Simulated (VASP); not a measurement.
# Se (P3_121) in VASP: a series of runs

One crystal, Se, is run at these levels: PBE; tasks: dielectric tensor, optical spectrum.

All numbers are computed with VASP 6.6.1; they aren't measurements. Logs are shortened: lines on timing, memory, paths and dates and some standing lists are left out, and cuts for length are marked.

### Step 1. The crystal as given

It takes space group P3_121 (No. 152, trigonal). The conventional cell has a = 4.065 Å, b = 4.065 Å, c = 5.134 Å, α = 90.00°, β = 90.00°, γ = 120.00°. Se (site symmetry 2) has 2 Se at 2.44 Å as nearest neighbours.

### Step 2. Dielectric tensor, PBE

The input, INCAR:

```
PREC = Accurate
ENCUT = 520
EDIFF = 1E-8
ISMEAR = 0
SIGMA = 0.03
LREAL = False
LASPH = True
NELM = 80
ALGO = Normal
ISIF = 2
LWAVE = False
LCHARG = False
GGA = PE
LEPSILON = True
KPAR = 2
```

The input, KPOINTS:

```
Automatic mesh
0
Gamma
  12 12 9
```

The input, POSCAR:

```
Se                                      
1.0
    4.0646724176      0.0000000000      0.0000000000
   -2.0323362088      3.5201095717      0.0000000000
    0.0000000000      0.0000000000      5.1336898583
  Se            
     3
Direct
     0.2477491666456899    0.0000000000000000    0.3333333332999970
     0.0000000000000000    0.2477491666456899    0.6666666667000030
     0.7522508333543101    0.7522508333543101    0.0000000000000000
```

Potentials or basis: VASP PAW PBE potentials, release 64 (Se).

The run is started by

```bash
> cat potpaw_PBE.64/Se/POTCAR > POTCAR
> mpirun -np 2 vasp_std > vasp.out
```

OUTCAR:

```text
PREC = Accurate
   ENCUT = 520
   EDIFF = 1E-8
   ISMEAR = 0
   LREAL = False
   LASPH = True
   NELM = 80
   ISIF = 2
   GGA = PE
   LEPSILON = True

 ion  position               nearest neighbor table
   1  0.248  0.000  0.333-   3 2.44   2 2.44
   2  0.000  0.248  0.667-   3 2.44   1 2.44
   3  0.752  0.752  0.000-   2 2.44   1 2.44

  LATTYP: Found a hexagonal cell.
 ALAT       =     4.0646724176
 C/A-ratio  =     1.2630021145

  Lattice vectors:

 A1 = (   4.0646724176,   0.0000000000,   0.0000000000)
 A2 = (  -2.0323362088,   3.5201095717,   0.0000000000)
 A3 = (   0.0000000000,   0.0000000000,   5.1336898583)

Analysis of symmetry for initial positions (statically):
=====================================================================
 Subroutine PRICEL returns:
 Original cell was already a primitive cell.

 Routine SETGRP: Setting up the symmetry group for a
 hexagonal supercell.

 Subroutine GETGRP returns: Found  6 space group operations
 (whereof  2 operations were pure point group operations)
 out of a pool of 24 trial point group operations.

The static configuration has the point symmetry C_2 .
 The point group associated with its full space group is D_3 .

Analysis of symmetry for dynamics (positions and initial velocities):
=====================================================================
 Subroutine PRICEL returns:
 Original cell was already a primitive cell.

 Routine SETGRP: Setting up the symmetry group for a
 hexagonal supercell.

 Subroutine GETGRP returns: Found  6 space group operations
 (whereof  2 operations were pure point group operations)
 out of a pool of 24 trial point group operations.

The dynamic configuration has the point symmetry C_2 .
 The point group associated with its full space group is D_3 .

 Subroutine INISYM returns: Found  6 space group operations
 (whereof  2 operations are pure point group operations),
 and found     1 'primitive' translations

----------------------------------------------------------------------------------------

                                     Primitive cell

  volume of cell :      73.4533

  direct lattice vectors                    reciprocal lattice vectors
     4.064672418  0.000000000  0.000000000     0.246022286  0.142041033  0.000000000
    -2.032336209  3.520109572  0.000000000     0.000000000  0.284082066  0.000000000
     0.000000000  0.000000000  5.133689858     0.000000000  0.000000000  0.194791666

  length of vectors
     4.064672418  4.064672418  5.133689858     0.284082066  0.284082066  0.194791666

  position of ions in fractional coordinates (direct lattice)
     0.247749167  0.000000000  0.333333333
     1.000000000  0.247749167  0.666666667
     0.752250833  0.752250833  0.000000000

  ion indices of the primitive-cell ions
   primitive index   ion index
                 1           1
                 2           2
                 3           3

----------------------------------------------------------------------------------------

 KPOINTS: Automatic mesh

Automatic generation of k-mesh.
 Grid dimensions read from file:
 generate k-points for:   12   12    9

 Generating k-lattice:

  Cartesian coordinates                     Fractional coordinates (reciprocal lattice)
     0.020501857  0.011836753  0.000000000     0.083333333 -0.000000000  0.000000000
     0.000000000  0.023673506  0.000000000     0.000000000  0.083333333  0.000000000
     0.000000000  0.000000000  0.021643518     0.000000000  0.000000000  0.111111111

  Length of vectors
     0.023673506  0.023673506  0.021643518

  Shift w.r.t. Gamma in fractional coordinates (k-lattice)
     0.000000000  0.000000000  0.000000000

 Subroutine IBZKPT returns following result:
 ===========================================

 Found    143 irreducible k-points:

 Following reciprocal coordinates:
            Coordinates               Weight
  0.000000  0.000000  0.000000      1.000000
  0.083333 -0.000000  0.000000      6.000000
  0.166667  0.000000  0.000000      6.000000
  0.250000 -0.000000  0.000000      6.000000
  0.333333 -0.000000  0.000000      6.000000
  0.416667 -0.000000  0.000000      6.000000
[... 16 lines left out ...]
  0.166667  0.000000  0.111111      6.000000
  0.000000  0.166667  0.111111      6.000000
 [... further k-points ...]
   k-points           NKPTS =    143   k-points in BZ     NKDIM =    143   number of bands    NBANDS=     13
   number of dos      NEDOS =    301   number of ions     NIONS =      3
   total plane-waves  NPLWV =  36000
   dimension x,y,z NGX =    30 NGY =   30 NGZ =   40
   dimension x,y,z NGXF=    60 NGYF=   60 NGZF=   80
   ions per type =               3
   NGX,Y,Z   is equivalent  to a cutoff of  12.27, 12.27, 12.95 a.u.
   NGXF,Y,Z  is equivalent  to a cutoff of  24.54, 24.54, 25.91 a.u.
[... 22 lines left out ...]
   NUPDOWN=      -1.0000    fix difference up-down
   EMIN   =  10.00;   EMAX   =-10.00  energy-range for DOS
   EFERMI =   0.00;   METHOD = LEGACY
   ISMEAR =     0;   SIGMA  =   0.03  broadening in eV -4-tet -1-fermi 0-gaus
   EFERMI_NEDOS =   21; number of points for ismear=-14 and -15
   IALGO  =     38    algorithm
   IMIX   =      4    mixing-type and parameters
     AMIX     =   0.40;   BMIX     =  1.00
     AMIX_MAG =   1.60;   BMIX_MAG =  1.00
  volume/ion in A,a.u.               =      24.48       165.23
  Fermi-wavevector in a.u.,A,eV,Ry     =   1.024460  1.935950 14.279577  1.049519
  Thomas-Fermi vector in A             =   2.158249
   LORBIT       =      0    0 simple, 1 ext, 2 COOP (PROOUT), +10 PAW based schemes
   GGA     = PE    functional components
   LHFCALC =     F    Hartree Fock is set to
   AEXX    =    0.0000 exact exchange contribution
   IVDW    =     0    specifies the selected vdW correction
   LEPSILON=     T    determine dielectric tensor
   LRPA    =     F    only Hartree local field effects (RPA)
 non-spin polarized calculation
 Gauss-broadening in eV      SIGMA  =   0.03
  energy-cutoff  :      520.00
  volume of cell :       73.45
 maximum number of plane-waves:      1995
   NGX = 15   NGY = 15   NGZ = 19

--------------------------------------- Ionic step        1  -------------------------------------------

 number of electron      17.9999998 magnetization

 E-fermi :   3.8697     XC(G=0):  -9.4363

 val. band max:        3.7283283093   @ k =   0.3333   0.3333   0.4444
 cond. band min:       4.3638890174   @ k =   0.3333   0.3333   0.4444
 fundamental gap:      0.6355607080
 Fermi energy:         3.8697279484

 k-point     1 :       0.0000    0.0000    0.0000
  band No.  band energies     occupation
      1     -12.2622      2.00000
      2      -8.2282      2.00000
      3      -8.2282      2.00000
      4       0.0582      2.00000
      5       0.2554      2.00000
      6       0.2554      2.00000
      7       1.8254      2.00000
      8       1.8254      2.00000
      9       3.1564      2.00000
     10       5.1483      0.00000
     11       5.1483      0.00000
     12       5.7462      0.00000
     13      10.0987      0.00000
[... 354 lines left out ...]
  band No.  band energies     occupation
      1     -12.0278      2.00000
      2      -8.9573      2.00000
      3      -7.5577      2.00000
      4      -0.9087      2.00000
      5      -0.5858      2.00000
      6       0.2582      2.00000
      7       2.0985      2.00000
      8       2.6031      2.00000
      9       3.0977      2.00000
     10       4.8298      0.00000
     11       5.0132      0.00000
     12       5.7134      0.00000
     13       9.3417      0.00000

 [... further k-points ...]

  FORCE on cell =-STRESS in cart. coord.  units (eV):
  Direction    XX          YY          ZZ          XY          YZ          ZX
  --------------------------------------------------------------------------------------
  -------------------------------------------------------------------------------------
  Total        1.1507283      1.1507283      1.1253472      0.0000000     -0.0000000      0.0000000
  in kB       25.0999015     25.0999015     24.5462846      0.0000000     -0.0000000      0.0000000
  external PRESSURE =      24.9153625 kB  Pullay stress =       0.0000000 kB

 VOLUME and BASIS-vectors are now :
 -----------------------------------------------------------------------------
  energy-cutoff  :      520.00
  volume of cell :       73.45
      direct lattice vectors                 reciprocal lattice vectors
     4.064672418  0.000000000  0.000000000     0.246022286  0.142041033  0.000000000
    -2.032336209  3.520109572  0.000000000     0.000000000  0.284082066  0.000000000
     0.000000000  0.000000000  5.133689858     0.000000000  0.000000000  0.194791666

 POSITION                                       TOTAL-FORCE (eV/Angst)
 -----------------------------------------------------------------------------------
      1.00702      0.00000      1.71123        -0.000922      0.000000      0.000000
     -0.50351      0.87210      3.42246         0.000461     -0.000799     -0.000000
      1.52883      2.64801      0.00000         0.000461      0.000799      0.000000
 -----------------------------------------------------------------------------------
    total drift:                               -0.000001     -0.000001      0.000000

  FREE ENERGIE OF THE ION-ELECTRON SYSTEM (eV)
  ---------------------------------------------------
  free  energy   TOTEN  =       -10.4230962066 eV

  energy  without entropy=      -10.4230962066  energy(sigma->0) =      -10.42309621

 HEAD OF MICROSCOPIC STATIC DIELECTRIC TENSOR (INDEPENDENT PARTICLE, excluding Hartree and local field effects)
 ------------------------------------------------------
          20.753777    -0.000000    -0.000000
          -0.000000    20.753777     0.000000
           0.000000     0.000000    29.242712
 ------------------------------------------------------

 Free energy of the ion-electron system (eV)
  ---------------------------------------------------
  ---------------------------------------------------
  free energy    TOTEN  =        -3.84147783 eV

  energy without entropy =       -3.84147783

------------------------ aborting loop because EDIFF is reached ----------------------------------------

--------------------------------------- Ionic step        2  -------------------------------------------

------------------------ aborting loop because EDIFF is reached ----------------------------------------

--------------------------------------- Ionic step        3  -------------------------------------------

 Free energy of the ion-electron system (eV)
  ---------------------------------------------------
  ---------------------------------------------------
  free energy    TOTEN  =        -5.79560806 eV

  energy without entropy =       -5.79560806

------------------------ aborting loop because EDIFF is reached ----------------------------------------

 PIEZOELECTRIC TENSOR FIELD DIRECTION 3  (e Angst)
 -----------------------------------------------------------------------------
     0.00192  0.00000  0.00000           (  0.00000  0.00000  0.00000)
    -0.00000  0.00192  0.00000           (  0.00000  0.00000  0.00000)
    -0.00000  0.00000  0.00245           ( -0.00000  0.00000 -0.00001)

 PIEZOELECTRIC TENSOR FIELD DIRECTION 3  (C/m^2)
 -----------------------------------------------------------------------------
     0.00042  0.00000  0.00000
    -0.00000  0.00042  0.00000
    -0.00000  0.00000  0.00053

 MACROSCOPIC STATIC DIELECTRIC TENSOR (including local field effects in DFT)
 ------------------------------------------------------
          18.902105     0.000000     0.000000
           0.000000    18.902105     0.000000
           0.000000     0.000000    27.876045
 ------------------------------------------------------

 PIEZOELECTRIC TENSOR (including local field effects)  for field in x, y, z        (e  Angst)
          XX          YY          ZZ          XY          YZ          ZX
  --------------------------------------------------------------------------------
  x    -2.37077     2.37077    -0.00000    -0.00000     0.55141     0.00000
  y     0.00000     0.00000     0.00000     2.37077     0.00000    -0.55141
  z     0.00000     0.00000     0.00000    -0.00000     0.00000     0.00000

 PIEZOELECTRIC TENSOR (including local field effects)  for field in x, y, z        (C/m^2)
          XX          YY          ZZ          XY          YZ          ZX
  --------------------------------------------------------------------------------
  x    -0.51712     0.51712    -0.00000    -0.00000     0.12027     0.00000
  y     0.00000     0.00000     0.00000     0.51712     0.00000    -0.12027
  z     0.00000     0.00000     0.00000    -0.00000     0.00000     0.00000

 BORN EFFECTIVE CHARGES (including local field effects) (in |e|, cummulative output)
 ---------------------------------------------------------------------------------
 ion    1
    1     1.63616     0.00000     0.00000
    2     0.00000    -1.63616     1.04376
    3     0.00000     1.61288     0.00000
 ion    2
    1    -0.81808    -1.41696    -0.90393
    2    -1.41696     0.81808    -0.52188
    3    -1.39679    -0.80644     0.00000
 ion    3
    1    -0.81808     1.41696     0.90393
    2     1.41696     0.81808    -0.52188
    3     1.39679    -0.80644     0.00000
```

Run time: 14 min. Hardware: 2 MPI ranks of Intel Xeon Platinum 8488C (Sapphire Rapids), shared host; peak memory 1.2 GiB.

What came out:

| Quantity | Value |
| --- | --- |
| Band gap on the k mesh | 0.64 eV, direct |
| Electronic dielectric tensor (diagonal) | 18.90, 18.90, 27.88 |
| Born charges (mean of the diagonal) | Se +0.00 e |

Electronic dielectric tensor:
```
18.90  0.00  0.00
 0.00 18.90  0.00
 0.00  0.00 27.88
```

Born effective charge tensors (e):
atom 1, Se
```
 1.64  0.00  0.00
 0.00 -1.64  1.04
 0.00  1.61  0.00
```
atom 2, Se
```
-0.82 -1.42 -0.90
-1.42  0.82 -0.52
-1.40 -0.81  0.00
```
atom 3, Se
```
-0.82  1.42  0.90
 1.42  0.82 -0.52
 1.40 -0.81  0.00
```

Caveat: the gap is small at this level, which inflates the dielectric constant; an odd mesh through Γ misses points on the zone boundary, where band edges often lie.

(Continued in part 2 of 2.)
